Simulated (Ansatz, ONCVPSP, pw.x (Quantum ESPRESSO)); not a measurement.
## La: does the ONCV potential hold in the solid?

```
Element                 : La
Generator               : ONCVPSP 4.0.1
Type                    : optimised norm-conserving Vanderbilt (ONCV)
Functional              : PBE
Relativity              : scalar-relativistic
Frozen core             : [Kr] 4d10
Valence charge          : 11
Reference configuration : 5s2 5p6 5d1 6s2
Partial waves           : 5s+6s: rc 2.20 bohr, ncon 3, nbas 6, qcut 4.1 1/bohr, 2 projectors; 5p: rc 2.55 bohr, ncon 5, nbas 9, qcut 5.3 1/bohr, 2 projectors, debl 3.7 Ha; 5d: rc 3.95 bohr, ncon 4, nbas 8, qcut 3.7 1/bohr, 2 projectors, debl 2.3 Ha; f scattering state at 0.33 Ha: rc 3.30 bohr, ncon 4, nbas 7, qcut 3.1 1/bohr, 2 projectors, debl 1.3 Ha
Local potential         : polynomial inside 2.15 bohr (lpopt 5, dvloc0 3 Ha)
Core correction         : Teter function fitted to the true core (icmod 2), fcfact 0.75
```

In the f channel the program set the typed energies aside and used -0.160, 1.140 Ha.

Crystal test: sc La in pw.x 7.5, no spin, 10³ k-points, Fermi–Dirac smearing 0.01 Ry, cutoffs 50/200 Ry. The reference is all-electron LAPW (Ansatz 0.2.0) with the same functional, mesh and smearing; V0 and B0 come from Birch–Murnaghan fits to the pressures at five volumes. Errors are pseudo minus all-electron; Δ is the rms difference of the E(V) curves that follow from these fits, minima aligned, over ±6 % about the mean V0. Mesh and smearing are coarse, so the numbers serve the comparison and aren't converged zero-temperature values; the lattice is a test structure that the element need not adopt.

All-electron: a0 = 3.331 Å (V0 = 36.94 Å³/atom), B0 = 22.3 GPa.

Question: How far does the potential miss the all-electron equation of state?

Answer: mean pressure error (GPa): -1.91. The pressure does not cross zero within the volumes sampled, so no fit is given. The largest radius (3.95 bohr) exceeds half the bond length (3.15 bohr), so the spheres overlap, which is one possible source of error among others. This is a poor potential for the solid.

```
V (Å³/atom)  P all-electron (GPa)  P pseudo (GPa)
     35.159                  1.20           -1.30
     36.084                  0.55           -1.61
     37.009                 -0.04           -1.90
     37.934                 -0.56           -2.17
     38.859                 -1.03           -2.43
```

Question: At the middle volume, how do free energy and pressure move when the wave cutoff is lowered (ecutrho kept at four times it)?

Answer:

| cutoff (Ry) | shift of F (meV/atom) | shift of P (GPa) |
| --- | --- | --- |
| 22 | +200.9 | +0.01 |
| 30 | +102.0 | -0.16 |
| 40 | +11.4 | +0.20 |

Input at the middle volume:

```
&control
  calculation='scf', prefix='x', pseudo_dir='./', outdir='./tmp', tstress=.true., disk_io='none'
/
&system
  ibrav=0, nat=1, ntyp=1, ecutwfc=50, ecutrho=200, nbnd=13,
  occupations='smearing', smearing='fd', degauss=0.01
/
&electrons
  conv_thr=1e-09, mixing_beta=0.4, electron_maxstep=70
/
ATOMIC_SPECIES
La 1.0 La.UPF
CELL_PARAMETERS angstrom
  3.33249201 0.00000000 0.00000000
  0.00000000 3.33249201 0.00000000
  0.00000000 0.00000000 3.33249201
ATOMIC_POSITIONS crystal
La 0.0000 0.0000 0.0000
K_POINTS automatic
10 10 10 0 0 0
```

```bash
pw.x < La.scf.in > La.scf.out
```

Lines of the output:

```
Message from routine setup:
     using ibrav=0 with symmetry is DISCOURAGED, use correct ibrav instead
     lattice parameter (alat)  =       6.2975  a.u.
     unit-cell volume          =     249.7491 (a.u.)^3
     number of electrons       =        11.00
     number of Kohn-Sham states=           13
     kinetic-energy cutoff     =      50.0000  Ry
     charge density cutoff     =     200.0000  Ry
     scf convergence threshold =      1.0E-09
     Exchange-correlation= PBE
     number of k points=    56  Fermi-Dirac smearing, width (Ry)=  0.0100
     iteration #  1     ecut=    50.00 Ry     beta= 0.40
     c_bands:  2 eigenvalues not converged
     c_bands:  1 eigenvalues not converged
     c_bands:  1 eigenvalues not converged
     total energy              =     -86.85151377 Ry
     estimated scf accuracy    <       0.00560645 Ry
     iteration #  2     ecut=    50.00 Ry     beta= 0.40
     total energy              =     -86.85150930 Ry
     estimated scf accuracy    <       0.00144787 Ry
     iteration #  3     ecut=    50.00 Ry     beta= 0.40
     total energy              =     -86.85168273 Ry
     estimated scf accuracy    <       0.00007871 Ry
     iteration #  4     ecut=    50.00 Ry     beta= 0.40
     c_bands:  2 eigenvalues not converged
     c_bands:  1 eigenvalues not converged
     c_bands:  1 eigenvalues not converged
     c_bands:  1 eigenvalues not converged
     c_bands:  2 eigenvalues not converged
     [... 1 repeated lines left out ...]
     total energy              =     -86.85170166 Ry
     estimated scf accuracy    <       0.00000368 Ry
     iteration #  5     ecut=    50.00 Ry     beta= 0.40
     [... 1 repeated lines left out ...]
     total energy              =     -86.85170268 Ry
     estimated scf accuracy    <       0.00000135 Ry
     iteration #  6     ecut=    50.00 Ry     beta= 0.40
     total energy              =     -86.85170297 Ry
     estimated scf accuracy    <          1.7E-09 Ry
     iteration #  7     ecut=    50.00 Ry     beta= 0.40
     [... 1 repeated lines left out ...]
     the Fermi energy is    10.9249 ev
!    total energy              =     -86.85170298 Ry
     estimated scf accuracy    <          6.4E-10 Ry
     smearing contrib. (-TS)   =      -0.01035502 Ry
     The total energy is F=E-TS. E is the sum of the following terms:
     one-electron contribution =      -7.05259878 Ry
     hartree contribution      =       8.21814559 Ry
     xc contribution           =     -33.49111115 Ry
     ewald contribution        =     -54.51578363 Ry
     convergence has been achieved in   7 iterations
          total   stress  (Ry/bohr**3)                   (kbar)     P=      -19.03
     Message from routine punch:
     Nothing written, as per user request (disk_io='none')
```

The run at the middle volume (56 k-points, 7 iterations) took about 11 s on one core of a shared host (Intel(R) Xeon(R) Platinum 8488C, 192 threads, 744 GiB, load 18).
